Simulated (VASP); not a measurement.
# SnSe (Fm-3m) in VASP: settings compared, part 3 of 8

VASP 6.6.1. The steps go on from the part before.

**28. Equation of state, r2SCAN, 26.45 Å³/atom**

Input file INCAR:

```
SYSTEM = SnSe
PREC = Accurate ; ENCUT = 350
EDIFF = 1E-7 ; ISMEAR = 0
SIGMA = 0.05 ; LREAL = .False.
LASPH = .True. ; NELM = 100
ALGO = Normal ; ISIF = 2
LWAVE = .False. ; LCHARG = .False.
METAGGA = R2SCAN ; LMIXTAU = .True.
ADDGRID = .False.
```

Input file KPOINTS:

```
regular mesh
0
Gamma
  5 5 5
  0 0 0
```

Input file POSCAR:

```
SnSe
1.0
    0.0000000000      2.9795938807      2.9795938807
    2.9795938807      0.0000000000      2.9795938807
    2.9795938807      2.9795938807      0.0000000000
Sn Se
1 1
Direct
    0.0000000000      0.0000000000      0.0000000000
    0.5000000000      0.5000000000      0.5000000000
```

On the command line:

```sh
> cat potpaw_PBE.64/Sn_d/POTCAR potpaw_PBE.64/Se/POTCAR > POTCAR
> mpirun -np 1 vasp_std > vasp.out
```

It took 35 s on 1 thread of Intel Xeon Platinum 8488C (Sapphire Rapids), shared host; peak memory 0.15 GiB.

The run converged, but some of its settings lie outside the range that counts as converged, so its numbers aren't taken as properties of the crystal.

What came out:

```yaml
Free_energy: -39.8864 eV
Pressure: 1.2 GPa
```

Caveat: this odd mesh misses L, where the gap lies, so gap, dielectric constants and Born charges aren't listed; the PAW data sets were made with another functional, which shifts forces and pressure a little.

**29. Equation of state, r2SCAN, 28.09 Å³/atom**

INCAR is that of step 28.

KPOINTS is that of step 28.

Input file POSCAR:

```
SnSe
1.0
    0.0000000000      3.0398039185      3.0398039185
    3.0398039185      0.0000000000      3.0398039185
    3.0398039185      3.0398039185      0.0000000000
Sn Se
1 1
Direct
    0.0000000000      0.0000000000      0.0000000000
    0.5000000000      0.5000000000      0.5000000000
```

On the command line:

```sh
> cat potpaw_PBE.64/Sn_d/POTCAR potpaw_PBE.64/Se/POTCAR > POTCAR
> mpirun -np 1 vasp_std > vasp.out
```

It took 35 s on 1 thread of Intel Xeon Platinum 8488C (Sapphire Rapids), shared host; peak memory 0.15 GiB.

The run converged, but some of its settings lie outside the range that counts as converged, so its numbers aren't taken as properties of the crystal.

Results:

| Property | Result |
| --- | --- |
| Free energy | -39.8835 eV |
| Pressure | -1.9 GPa |

Caveat: this odd mesh misses L, where the gap lies, so gap, dielectric constants and Born charges aren't listed; the PAW data sets were made with another functional, which shifts forces and pressure a little.

**30. Equation of state, r2SCAN, 26.45 Å³/atom**

Edit INCAR of step 29 so:

```diff
@@ -1,3 +1,3 @@
 SYSTEM = SnSe
-PREC = Accurate ; ENCUT = 350
+PREC = Accurate ; ENCUT = 600
 EDIFF = 1E-7 ; ISMEAR = 0
```

Input file KPOINTS:

```
regular mesh
0
Gamma
  4 4 4
  0 0 0
```

Input file POSCAR:

```
SnSe
1.0
    0.0000000000      2.9795938807      2.9795938807
    2.9795938807      0.0000000000      2.9795938807
    2.9795938807      2.9795938807      0.0000000000
Sn Se
1 1
Direct
    0.0000000000      0.0000000000      0.0000000000
    0.5000000000      0.5000000000      0.5000000000
```

Potentials or basis: VASP PAW PBE potentials, release 64 (Sn_d, Se).

On the command line:

```sh
> cat potpaw_PBE.64/Sn_d/POTCAR potpaw_PBE.64/Se/POTCAR > POTCAR
> mpirun -np 1 vasp_std > vasp.out
```

Run time: 38 s. Hardware: 1 thread of Intel Xeon Platinum 8488C (Sapphire Rapids), shared host; peak memory 0.21 GiB.

The run converged, but some of its settings lie outside the range that counts as converged, so its numbers aren't taken as properties of the crystal.

Results:

* Free energy: -39.9149 eV
* Pressure: 0.2 GPa
* Band gap on the k mesh: 0.59 eV, direct

Caveat: the k mesh is coarse (spacing up to 0.46 Å⁻¹), so the values aren't converged; the PAW data sets were made with another functional, which shifts forces and pressure a little; spin-orbit coupling is left out, which moves the levels of the heavy elements.

**31. Equation of state, r2SCAN, 28.09 Å³/atom**

INCAR is that of step 30.

KPOINTS is that of step 30.

Input file POSCAR:

```
SnSe
1.0
    0.0000000000      3.0398039185      3.0398039185
    3.0398039185      0.0000000000      3.0398039185
    3.0398039185      3.0398039185      0.0000000000
Sn Se
1 1
Direct
    0.0000000000      0.0000000000      0.0000000000
    0.5000000000      0.5000000000      0.5000000000
```

On the command line:

```sh
> cat potpaw_PBE.64/Sn_d/POTCAR potpaw_PBE.64/Se/POTCAR > POTCAR
> mpirun -np 1 vasp_std > vasp.out
```

It took 39 s on 1 thread of Intel Xeon Platinum 8488C (Sapphire Rapids), shared host; peak memory 0.21 GiB.

The run converged, but some of its settings lie outside the range that counts as converged, so its numbers aren't taken as properties of the crystal.

Results:

```yaml
Free_energy: -39.8868 eV
Pressure: -2.8 GPa
Band_gap_on_the_k_mesh: 0.32 eV, direct
```

Caveat: the k mesh is coarse (spacing up to 0.45 Å⁻¹), so the values aren't converged; the PAW data sets were made with another functional, which shifts forces and pressure a little; spin-orbit coupling is left out, which moves the levels of the heavy elements.

**32. Equation of state, r2SCAN, 26.45 Å³/atom**

Edit INCAR of step 31 so:

```diff
@@ -1,3 +1,3 @@
 SYSTEM = SnSe
-PREC = Accurate ; ENCUT = 600
+PREC = Accurate ; ENCUT = 200
 EDIFF = 1E-7 ; ISMEAR = 0
```

Input file KPOINTS:

```
regular mesh
0
Gamma
  7 7 7
  0 0 0
```

Input file POSCAR:

```
SnSe
1.0
    0.0000000000      2.9795938807      2.9795938807
    2.9795938807      0.0000000000      2.9795938807
    2.9795938807      2.9795938807      0.0000000000
Sn Se
1 1
Direct
    0.0000000000      0.0000000000      0.0000000000
    0.5000000000      0.5000000000      0.5000000000
```

On the command line:

```sh
> cat potpaw_PBE.64/Sn_d/POTCAR potpaw_PBE.64/Se/POTCAR > POTCAR
> mpirun -np 1 vasp_std > vasp.out
```

Run time: 26 s. Hardware: 1 thread of Intel Xeon Platinum 8488C (Sapphire Rapids), shared host; peak memory 0.12 GiB.

The run converged, but a check on its numbers failed (symmetry, net force, bounds or a known fault of this set-up), so they aren't taken as properties of the crystal.

Caveat: the cutoff lies under the usual one of these potentials, so the numbers hold a large basis-set error; this odd mesh misses L, where the gap lies, so gap, dielectric constants and Born charges aren't listed; the PAW data sets were made with another functional, which shifts forces and pressure a little.

**33. Equation of state, r2SCAN, 28.09 Å³/atom**

INCAR is that of step 32.

KPOINTS is that of step 32.

Input file POSCAR:

```
SnSe
1.0
    0.0000000000      3.0398039185      3.0398039185
    3.0398039185      0.0000000000      3.0398039185
    3.0398039185      3.0398039185      0.0000000000
Sn Se
1 1
Direct
    0.0000000000      0.0000000000      0.0000000000
    0.5000000000      0.5000000000      0.5000000000
```

Potentials or basis: VASP PAW PBE potentials, release 64 (Sn_d, Se).

On the command line:

```sh
> cat potpaw_PBE.64/Sn_d/POTCAR potpaw_PBE.64/Se/POTCAR > POTCAR
> mpirun -np 1 vasp_std > vasp.out
```

It took 26 s on 1 thread of Intel Xeon Platinum 8488C (Sapphire Rapids), shared host; peak memory 0.12 GiB.

The run converged, but a check on its numbers failed (symmetry, net force, bounds or a known fault of this set-up), so they aren't taken as properties of the crystal.

Caveat: the cutoff lies under the usual one of these potentials, so the numbers hold a large basis-set error; this odd mesh misses L, where the gap lies, so gap, dielectric constants and Born charges aren't listed; the PAW data sets were made with another functional, which shifts forces and pressure a little.

**34. Equation of state, r2SCAN, 26.45 Å³/atom**

Edit INCAR of step 33 so:

```diff
@@ -1,3 +1,3 @@
 SYSTEM = SnSe
-PREC = Accurate ; ENCUT = 200
+PREC = Accurate ; ENCUT = 400
 EDIFF = 1E-7 ; ISMEAR = 0
```

Input file KPOINTS:

```
regular mesh
0
Gamma
  5 5 5
  0 0 0
```

Input file POSCAR:

```
SnSe
1.0
    0.0000000000      2.9795938807      2.9795938807
    2.9795938807      0.0000000000      2.9795938807
    2.9795938807      2.9795938807      0.0000000000
Sn Se
1 1
Direct
    0.0000000000      0.0000000000      0.0000000000
    0.5000000000      0.5000000000      0.5000000000
```

On the command line:

```sh
> cat potpaw_PBE.64/Sn_d/POTCAR potpaw_PBE.64/Se/POTCAR > POTCAR
> mpirun -np 1 vasp_std > vasp.out
```

It took 32 s on 1 thread of Intel Xeon Platinum 8488C (Sapphire Rapids), shared host; peak memory 0.15 GiB.

The run converged, but some of its settings lie outside the range that counts as converged, so its numbers aren't taken as properties of the crystal.

What came out:

* Free energy: -39.8897 eV
* Pressure: 1.4 GPa

Caveat: this odd mesh misses L, where the gap lies, so gap, dielectric constants and Born charges aren't listed; the PAW data sets were made with another functional, which shifts forces and pressure a little.

**35. Equation of state, r2SCAN, 28.09 Å³/atom**

INCAR is that of step 34.

KPOINTS is that of step 34.

Input file POSCAR:

```
SnSe
1.0
    0.0000000000      3.0398039185      3.0398039185
    3.0398039185      0.0000000000      3.0398039185
    3.0398039185      3.0398039185      0.0000000000
Sn Se
1 1
Direct
    0.0000000000      0.0000000000      0.0000000000
    0.5000000000      0.5000000000      0.5000000000
```

On the command line:

```sh
> cat potpaw_PBE.64/Sn_d/POTCAR potpaw_PBE.64/Se/POTCAR > POTCAR
> mpirun -np 1 vasp_std > vasp.out
```

Run time: 24 s. Hardware: 1 thread of Intel Xeon Platinum 8488C (Sapphire Rapids), shared host; peak memory 0.15 GiB.

The run converged, but some of its settings lie outside the range that counts as converged, so its numbers aren't taken as properties of the crystal.

Results:

```
Free energy : -39.8868 eV
Pressure    : -1.7 GPa
```

Caveat: this odd mesh misses L, where the gap lies, so gap, dielectric constants and Born charges aren't listed; the PAW data sets were made with another functional, which shifts forces and pressure a little.

**36. Equation of state, r2SCAN, 26.45 Å³/atom**

Edit INCAR of step 35 so:

```diff
@@ -1,3 +1,3 @@
 SYSTEM = SnSe
-PREC = Accurate ; ENCUT = 400
+PREC = Accurate ; ENCUT = 300
 EDIFF = 1E-7 ; ISMEAR = 0
```

Input file KPOINTS:

```
regular mesh
0
Gamma
  6 6 6
  0 0 0
```

Input file POSCAR:

```
SnSe
1.0
    0.0000000000      2.9795938807      2.9795938807
    2.9795938807      0.0000000000      2.9795938807
    2.9795938807      2.9795938807      0.0000000000
Sn Se
1 1
Direct
    0.0000000000      0.0000000000      0.0000000000
    0.5000000000      0.5000000000      0.5000000000
```

Potentials or basis: VASP PAW PBE potentials, release 64 (Sn_d, Se).

On the command line:

```sh
> cat potpaw_PBE.64/Sn_d/POTCAR potpaw_PBE.64/Se/POTCAR > POTCAR
> mpirun -np 1 vasp_std > vasp.out
```

Wall time 26 s (1 thread of Intel Xeon Platinum 8488C (Sapphire Rapids), shared host); peak memory 0.13 GiB.

The run converged, but some of its settings lie outside the range that counts as converged, so its numbers aren't taken as properties of the crystal.

Results:

- Free energy: -39.8798 eV
- Pressure: 1.0 GPa
- Band gap on the k mesh: 0.60 eV, direct

Caveat: the PAW data sets were made with another functional, which shifts forces and pressure a little; spin-orbit coupling is left out, which moves the levels of the heavy elements.

**37. Equation of state, r2SCAN, 28.09 Å³/atom**

INCAR is that of step 36.

KPOINTS is that of step 36.

Input file POSCAR:

```
SnSe
1.0
    0.0000000000      3.0398039185      3.0398039185
    3.0398039185      0.0000000000      3.0398039185
    3.0398039185      3.0398039185      0.0000000000
Sn Se
1 1
Direct
    0.0000000000      0.0000000000      0.0000000000
    0.5000000000      0.5000000000      0.5000000000
```

On the command line:

```sh
> cat potpaw_PBE.64/Sn_d/POTCAR potpaw_PBE.64/Se/POTCAR > POTCAR
> mpirun -np 1 vasp_std > vasp.out
```

It took 24 s on 1 thread of Intel Xeon Platinum 8488C (Sapphire Rapids), shared host; peak memory 0.14 GiB.

The run converged, but some of its settings lie outside the range that counts as converged, so its numbers aren't taken as properties of the crystal.

What came out:

```yaml
Free_energy: -39.8721 eV
Pressure: -2.1 GPa
Band_gap_on_the_k_mesh: 0.32 eV, direct
```

Caveat: the PAW data sets were made with another functional, which shifts forces and pressure a little; spin-orbit coupling is left out, which moves the levels of the heavy elements.

**38. Equation of state, r2SCAN, 26.45 Å³/atom**

Edit INCAR of step 37 so:

```diff
@@ -1,3 +1,3 @@
 SYSTEM = SnSe
-PREC = Accurate ; ENCUT = 300
+PREC = Accurate ; ENCUT = 500
 EDIFF = 1E-7 ; ISMEAR = 0
```

Input file KPOINTS:

```
regular mesh
0
Gamma
  5 5 5
  0 0 0
```

Input file POSCAR:

```
SnSe
1.0
    0.0000000000      2.9795938807      2.9795938807
    2.9795938807      0.0000000000      2.9795938807
    2.9795938807      2.9795938807      0.0000000000
Sn Se
1 1
Direct
    0.0000000000      0.0000000000      0.0000000000
    0.5000000000      0.5000000000      0.5000000000
```

On the command line:

```sh
> cat potpaw_PBE.64/Sn_d/POTCAR potpaw_PBE.64/Se/POTCAR > POTCAR
> mpirun -np 1 vasp_std > vasp.out
```

Run time: 28 s. Hardware: 1 thread of Intel Xeon Platinum 8488C (Sapphire Rapids), shared host; peak memory 0.18 GiB.

The run converged, but some of its settings lie outside the range that counts as converged, so its numbers aren't taken as properties of the crystal.

What came out:

```yaml
Free_energy: -39.8918 eV
Pressure: 1.5 GPa
```

Caveat: this odd mesh misses L, where the gap lies, so gap, dielectric constants and Born charges aren't listed; the PAW data sets were made with another functional, which shifts forces and pressure a little.

**39. Equation of state, r2SCAN, 28.09 Å³/atom**

INCAR is that of step 38.

KPOINTS is that of step 38.

Input file POSCAR:

```
SnSe
1.0
    0.0000000000      3.0398039185      3.0398039185
    3.0398039185      0.0000000000      3.0398039185
    3.0398039185      3.0398039185      0.0000000000
Sn Se
1 1
Direct
    0.0000000000      0.0000000000      0.0000000000
    0.5000000000      0.5000000000      0.5000000000
```

Potentials or basis: VASP PAW PBE potentials, release 64 (Sn_d, Se).

On the command line:

```sh
> cat potpaw_PBE.64/Sn_d/POTCAR potpaw_PBE.64/Se/POTCAR > POTCAR
> mpirun -np 1 vasp_std > vasp.out
```

Wall time 34 s (1 thread of Intel Xeon Platinum 8488C (Sapphire Rapids), shared host); peak memory 0.18 GiB.

These settings aren't checked as converged: the numbers below hold their error.

What came out:

```
Free energy : -39.8890 eV
Pressure    : -1.7 GPa
```

Caveat: this odd mesh misses L, where the gap lies, so gap, dielectric constants and Born charges aren't listed; the PAW data sets were made with another functional, which shifts forces and pressure a little.

**40. Equation of state, r2SCAN, 26.45 Å³/atom**

Edit INCAR of step 39 so:

```diff
@@ -1,3 +1,3 @@
 SYSTEM = SnSe
-PREC = Accurate ; ENCUT = 500
+PREC = Accurate ; ENCUT = 350
 EDIFF = 1E-7 ; ISMEAR = 0
```

Input file KPOINTS:

```
regular mesh
0
Gamma
  6 6 6
  0 0 0
```

Input file POSCAR:

```
SnSe
1.0
    0.0000000000      2.9795938807      2.9795938807
    2.9795938807      0.0000000000      2.9795938807
    2.9795938807      2.9795938807      0.0000000000
Sn Se
1 1
Direct
    0.0000000000      0.0000000000      0.0000000000
    0.5000000000      0.5000000000      0.5000000000
```

On the command line:

```sh
> cat potpaw_PBE.64/Sn_d/POTCAR potpaw_PBE.64/Se/POTCAR > POTCAR
> mpirun -np 1 vasp_std > vasp.out
```

Wall time 40 s (1 thread of Intel Xeon Platinum 8488C (Sapphire Rapids), shared host); peak memory 0.16 GiB.

The run converged, but some of its settings lie outside the range that counts as converged, so its numbers aren't taken as properties of the crystal.

What came out:

* Free energy: -39.8808 eV
* Pressure: 1.0 GPa
* Band gap on the k mesh: 0.60 eV, direct

Caveat: the PAW data sets were made with another functional, which shifts forces and pressure a little; spin-orbit coupling is left out, which moves the levels of the heavy elements.

**41. Equation of state, r2SCAN, 28.09 Å³/atom**

INCAR is that of step 40.

KPOINTS is that of step 40.

Input file POSCAR:

```
SnSe
1.0
    0.0000000000      3.0398039185      3.0398039185
    3.0398039185      0.0000000000      3.0398039185
    3.0398039185      3.0398039185      0.0000000000
Sn Se
1 1
Direct
    0.0000000000      0.0000000000      0.0000000000
    0.5000000000      0.5000000000      0.5000000000
```

On the command line:

```sh
> cat potpaw_PBE.64/Sn_d/POTCAR potpaw_PBE.64/Se/POTCAR > POTCAR
> mpirun -np 1 vasp_std > vasp.out
```

It took 40 s on 1 thread of Intel Xeon Platinum 8488C (Sapphire Rapids), shared host; peak memory 0.15 GiB.

These settings aren't checked as converged: the numbers below hold their error.

Results:

```
Free energy            : -39.8736 eV
Pressure               : -2.1 GPa
Band gap on the k mesh : 0.32 eV, direct
```

Caveat: the PAW data sets were made with another functional, which shifts forces and pressure a little; spin-orbit coupling is left out, which moves the levels of the heavy elements.

**42. Equation of state, r2SCAN, 26.45 Å³/atom**

Edit INCAR of step 41 so:

```diff
@@ -1,3 +1,3 @@
 SYSTEM = SnSe
-PREC = Accurate ; ENCUT = 350
+PREC = Accurate ; ENCUT = 400
 EDIFF = 1E-7 ; ISMEAR = 0
```

KPOINTS is that of step 41.

Input file POSCAR:

```
SnSe
1.0
    0.0000000000      2.9795938807      2.9795938807
    2.9795938807      0.0000000000      2.9795938807
    2.9795938807      2.9795938807      0.0000000000
Sn Se
1 1
Direct
    0.0000000000      0.0000000000      0.0000000000
    0.5000000000      0.5000000000      0.5000000000
```

Potentials or basis: VASP PAW PBE potentials, release 64 (Sn_d, Se).

On the command line:

```sh
> cat potpaw_PBE.64/Sn_d/POTCAR potpaw_PBE.64/Se/POTCAR > POTCAR
> mpirun -np 1 vasp_std > vasp.out
```

Wall time 42 s (1 thread of Intel Xeon Platinum 8488C (Sapphire Rapids), shared host); peak memory 0.16 GiB.

These settings aren't checked as converged: the numbers below hold their error.

What came out:

```yaml
Free_energy: -39.8841 eV
Pressure: 1.2 GPa
Band_gap_on_the_k_mesh: 0.60 eV, direct
```

Caveat: the PAW data sets were made with another functional, which shifts forces and pressure a little; spin-orbit coupling is left out, which moves the levels of the heavy elements.

**43. Equation of state, r2SCAN, 28.09 Å³/atom**

INCAR is that of step 42.

KPOINTS is that of step 42.

Input file POSCAR:

```
SnSe
1.0
    0.0000000000      3.0398039185      3.0398039185
    3.0398039185      0.0000000000      3.0398039185
    3.0398039185      3.0398039185      0.0000000000
Sn Se
1 1
Direct
    0.0000000000      0.0000000000      0.0000000000
    0.5000000000      0.5000000000      0.5000000000
```

On the command line:

```sh
> cat potpaw_PBE.64/Sn_d/POTCAR potpaw_PBE.64/Se/POTCAR > POTCAR
> mpirun -np 1 vasp_std > vasp.out
```

Wall time 41 s (1 thread of Intel Xeon Platinum 8488C (Sapphire Rapids), shared host); peak memory 0.16 GiB.

The run converged, but some of its settings lie outside the range that counts as converged, so its numbers aren't taken as properties of the crystal.

Results:

```
Free energy            : -39.8769 eV
Pressure               : -1.9 GPa
Band gap on the k mesh : 0.32 eV, direct
```

Caveat: the PAW data sets were made with another functional, which shifts forces and pressure a little; spin-orbit coupling is left out, which moves the levels of the heavy elements.

**44. Equation of state, r2SCAN, 26.45 Å³/atom**

Edit INCAR of step 43 so:

```diff
@@ -3,3 +3,3 @@
 EDIFF = 1E-7 ; ISMEAR = 0
-SIGMA = 0.05 ; LREAL = .False.
+SIGMA = 0.5 ; LREAL = .False.
 LASPH = .True. ; NELM = 100
```

KPOINTS is that of step 43.

Input file POSCAR:

```
SnSe
1.0
    0.0000000000      2.9795938807      2.9795938807
    2.9795938807      0.0000000000      2.9795938807
    2.9795938807      2.9795938807      0.0000000000
Sn Se
1 1
Direct
    0.0000000000      0.0000000000      0.0000000000
    0.5000000000      0.5000000000      0.5000000000
```

On the command line:

```sh
> cat potpaw_PBE.64/Sn_d/POTCAR potpaw_PBE.64/Se/POTCAR > POTCAR
> mpirun -np 1 vasp_std > vasp.out
```

Wall time 40 s (1 thread of Intel Xeon Platinum 8488C (Sapphire Rapids), shared host); peak memory 0.16 GiB.

The run converged, but some of its settings lie outside the range that counts as converged, so its numbers aren't taken as properties of the crystal.

What came out:

- Free energy: -39.8882 eV
- Pressure: 1.3 GPa
- Band gap on the k mesh: 0.60 eV, direct

Caveat: the PAW data sets were made with another functional, which shifts forces and pressure a little; spin-orbit coupling is left out, which moves the levels of the heavy elements.

**45. Equation of state, r2SCAN, 28.09 Å³/atom**

INCAR is that of step 44.

KPOINTS is that of step 44.

Input file POSCAR:

```
SnSe
1.0
    0.0000000000      3.0398039185      3.0398039185
    3.0398039185      0.0000000000      3.0398039185
    3.0398039185      3.0398039185      0.0000000000
Sn Se
1 1
Direct
    0.0000000000      0.0000000000      0.0000000000
    0.5000000000      0.5000000000      0.5000000000
```

Potentials or basis: VASP PAW PBE potentials, release 64 (Sn_d, Se).

On the command line:

```sh
> cat potpaw_PBE.64/Sn_d/POTCAR potpaw_PBE.64/Se/POTCAR > POTCAR
> mpirun -np 1 vasp_std > vasp.out
```

It took 40 s on 1 thread of Intel Xeon Platinum 8488C (Sapphire Rapids), shared host; peak memory 0.15 GiB.

The run converged, but some of its settings lie outside the range that counts as converged, so its numbers aren't taken as properties of the crystal.

Results:

- Free energy: -39.8835 eV
- Pressure: -1.8 GPa
- Band gap on the k mesh: 0.32 eV, direct

Caveat: the PAW data sets were made with another functional, which shifts forces and pressure a little; spin-orbit coupling is left out, which moves the levels of the heavy elements.

[end of part 3 of 8]
